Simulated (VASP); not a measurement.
A run of VASP 6.6.1 is set up as follows.

File INCAR:

```
SYSTEM = W
ALGO = Normal ; EDIFF = 1E-7
ENCUT = 520 ; GGA = PE
ISIF = 2 ; ISMEAR = 1
LASPH = .TRUE. ; LCHARG = .FALSE.
LREAL = .FALSE. ; LWAVE = .FALSE.
NELM = 100 ; PREC = Accurate
SIGMA = 0.2
```

File KPOINTS:

```
k-points
0
G
  18 18 18
  0 0 0
```

Contents of POSCAR:

```
W                                       
1.0
   -1.6390636542      1.6390636542      1.6390636542
    1.6390636542     -1.6390636542      1.6390636542
    1.6390636542      1.6390636542     -1.6390636542
  W             
     1
Direct
     0.0000000000000000    0.0000000000000000    0.0000000000000000
```

Potentials or basis: VASP PAW PBE potentials, release 64 (W_sv).

Command:

```sh
$ cat potpaw_PBE.64/W_sv/POTCAR > POTCAR
$ mpirun -np 1 vasp_std > vasp.out
```

Q: Estimate the band gap on the k mesh.

A: None (metal or under the smearing width).

Q: Predict the pressure.

A: -21.8 GPa.

Caveat: so large a pressure means that the cell lies far from this level's equilibrium, or that cutoff or potentials fall short. Spin-orbit coupling is left out, which matters for the levels of W.
